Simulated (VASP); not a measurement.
**C: relaxation of the atoms with LDA**

The system is C, a slab with vacuum.

```
CELL_PARAMETERS angstrom
2.49732 0.00000 0.00000
-1.24866 2.16274 0.00000
0.00000 0.00000 22.66595
ATOMIC_POSITIONS crystal
C 0.00000 0.00000 0.30883
C 0.66667 0.33333 0.33133
C 0.66667 0.33333 0.39880
C 0.33333 0.66667 0.42128
C 0.33333 0.66667 0.48876
C 0.00000 0.00000 0.51125
C 0.00000 0.00000 0.57872
C 0.66667 0.33333 0.60121
C 0.66667 0.33333 0.66868
C 0.33333 0.66667 0.69117
```

The cell was built by a generator and needn't be a form met in nature.

```
Program                : VASP 6.6.1
Task                   : relaxation of the atoms
Functional             : LDA
Potentials or basis    : VASP PAW LDA potentials, release 64 (C)
Cutoff                 : 520 eV
k mesh                 : 12 × 12 × 1
Occupations            : gaussian, width 0.03 eV
Spin                   : no spin polarisation
Dipole correction      : yes
Further INCAR settings : ALGO = Normal; EDIFF = 1e-06; IBRION = 2; EDIFFG = -0.01; NSW = 80
```

The energy gained by relaxing is 106.4 meV/atom and the ionic steps are 18. The largest force after relaxing is 0.009 eV/Å and the band gap on the k mesh is none (metal or under the smearing width).

Forces on the atoms (eV/Å):
```
C    0.000  0.000  0.005
C    0.000  0.000 -0.007
C    0.000  0.000 -0.009
C    0.000  0.000  0.009
C    0.000  0.000 -0.005
C    0.000  0.000  0.005
C    0.000  0.000 -0.009
C    0.000  0.000  0.009
C    0.000  0.000  0.007
C    0.000  0.000 -0.005
```

Step by step:
```tsv
step	energy change (eV)	largest force (eV/Å)	pressure (GPa)
1	0.0000	4.6598	-1.16
2	-0.7405	2.1087	1.90
3	-1.0561	0.3455	0.57
4	-1.0561	0.3454	0.52
5	-1.0582	0.3713	0.41
6	-1.0612	0.1690	0.45
7	-1.0632	0.0792	0.42
8	-1.0632	0.0649	0.43
9	-1.0632	0.0725	0.39
10	-1.0634	0.0269	0.41
11	-1.0634	0.0135	0.38
12	-1.0634	0.0147	0.37
13	-1.0635	0.0151	0.36
14	-1.0635	0.0163	0.32
15	-1.0635	0.0307	0.23
16	-1.0635	0.0279	0.22
17	-1.0636	0.0203	0.21
18	-1.0636	0.0090	0.17
```

Final structure:
```
C
1.0
     2.49732    0.00000    0.00000
    -1.24866    2.16274    0.00000
     0.00000    0.00000   22.66595
C
10
Direct
  0.00000 0.00000 0.31366
  0.66667 0.33333 0.32505
  0.66667 0.33333 0.39922
  0.33333 0.66667 0.42032
  0.33333 0.66667 0.48893
  0.00000 0.00000 0.51107
  0.00000 0.00000 0.57968
  0.66667 0.33333 0.60078
  0.66667 0.33333 0.67496
  0.33333 0.66667 0.68634
```

Levels at points of the mesh, in eV from the Fermi level:
| k point | band 18 | band 19 | band 20 | band 21 | band 22 | band 23 |
| --- | --- | --- | --- | --- | --- | --- |
| (0.00, 0.00, 0.00) | -2.23 | -2.23 | -0.17 | 1.19 | 4.54 | 4.62 |
| (0.50, 0.00, 0.00) | -5.14 | -5.14 | -0.26 | -0.17 | 3.19 | 3.72 |

It took 5.2 min on 1 thread of Intel(R) Xeon(R) 6975P-C (Granite Rapids), on a shared host, peak memory 0.21 GiB.
